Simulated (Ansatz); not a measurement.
# Phonon dispersion of Li

Theory: Ansatz 0.2.0, DFT PBE, scalar-relativistic, plane waves, PAW. Cutoff 420 eV, 18×18×6 k-points (Γ-centred), Fermi-Dirac smearing of 0.15 eV. No spin polarisation. Phonons by linear response, acoustic sum rule imposed.

The cell, relaxed at this level:
```yaml
crystal:
  lattice:
    - [3.05861, 0.00000, 0.00000]
    - [-1.52930, 2.64883, 0.00000]
    - [0.00000, 0.00000, 10.01178]
  atoms:
    - { symbol: Li, position: [0.00000, 0.00000, 0.00000] }
    - { symbol: Li, position: [0.00000, 0.00000, 0.50000] }
    - { symbol: Li, position: [0.33333, 0.66667, 0.75000] }
    - { symbol: Li, position: [0.66667, 0.33333, 0.25000] }
```

The cell has the dhcp type, in a space group that the Crystallography Open Database lists for this formula; it was reached from a generator's guess. In a metal, frequencies and elastic constants depend on the k mesh and the smearing, soft modes and shear constants most. Some empty bands missed the eigensolver's threshold. The q mesh is coarse, so values between its points are rough.

Force constants from linear response on a 3×3×1 q mesh.

(1) Is the structure dynamically stable on this mesh?

(2) Give the frequencies (cm⁻¹; i marks imaginary ones) at the irreducible q points, in fractions of the reciprocal vectors.

Answers

(1) Yes, on this mesh: no mode is imaginary. Between the mesh points the interpolation dips to 12i cm⁻¹.

(2)
| q | star | frequencies |
| --- | --- | --- |
| 0.000 0.000 0.000 | 1 | 0 0 0 87 87 88 88 123 123 230 231 315 |
| 0.000 0.333 0.000 | 6 | 107 128 167 167 200 219 219 249 272 294 300 312 |
| 0.333 0.333 0.000 | 2 | 147 190 190 251 274 274 278 282 282 307 307 318 |
